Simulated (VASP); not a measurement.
Runs of VASP 6.6.1 on ZnCu. Symmetry: Pm-3m, No. 221, cubic system. Conventional cell: a = 2.945 Å, b = 2.945 Å, c = 2.945 Å, α = 90.00°, β = 90.00°, γ = 90.00°. Around Zn (site symmetry m-3m) lie 8 Cu at 2.55 Å. Cu (site symmetry m-3m) has 8 Zn at 2.55 Å as nearest neighbours. 

```tsv
task	level	potentials or basis	spin	U	cell	k mesh	cutoff (eV)	smearing	atoms held fixed (from 0)	other keys	gap on the mesh (eV)	pressure (GPa)	moment (μB)
electric field gradients	PBE+D2	VASP PAW PBE potentials, release 64 (Zn, Cu)	non-collinear, random start	-	cell strained at random at fixed volume	7 × 7 × 7	520	methfessel-paxton 0.2 eV	-	-	none	0.7	0.00
single point	PBE	VASP PAW PBE potentials, release 64 (Zn_GW, Cu_GW)	off	-	as given	9 × 9 × 9	550	gaussian 0.1 eV	-	-	none	2.2	-
band structure	PBE+rVV10	VASP PAW PBE potentials, release 64 (Zn, Cu)	off	-	as given	9 × 9 × 9	520	methfessel-paxton 0.1 eV	-	EDIFF = 1e-05; NBANDS = 24	-	(a)	-
single point	BLYP+D3	VASP PAW PBE potentials, release 64 (Zn, Cu_pv)	off	-	atoms moved at random, drawn with an rms of 0.02 Å	9 × 9 × 9	520	methfessel-paxton 0.2 eV	-	-	none	-4.8	-
relaxation of the atoms	RPBE	VASP PAW PBE potentials, release 64 (Zn, Cu)	off	-	atoms relaxed from: atoms moved at random, drawn with an rms of 0.15 Å	9 × 9 × 9	520	methfessel-paxton 0.2 eV	[0]	-	none	7.4	-
density of states	r2SCAN+D4	VASP PAW PBE potentials, release 64 (Zn, Cu_pv)	non-collinear, ferromagnetic start	-	volume scaled by 1.08	7 × 7 × 7	520	methfessel-paxton 0.2 eV	-	-	none	-13.4	0.00
```

Q: Estimate the missing entries.

A: (a) 0.0.

Caveats: pairwise dispersion overbinds metals, which lowers pressure and volume (some runs); the PAW data sets were made with another functional, which shifts forces and pressure a little (some runs); atom-pairwise D2, TS and ULG terms overbind metals (some runs).

A gap of «none» marks a metal or a gap under the smearing width.

The runs don't all hold the same shells in valence.
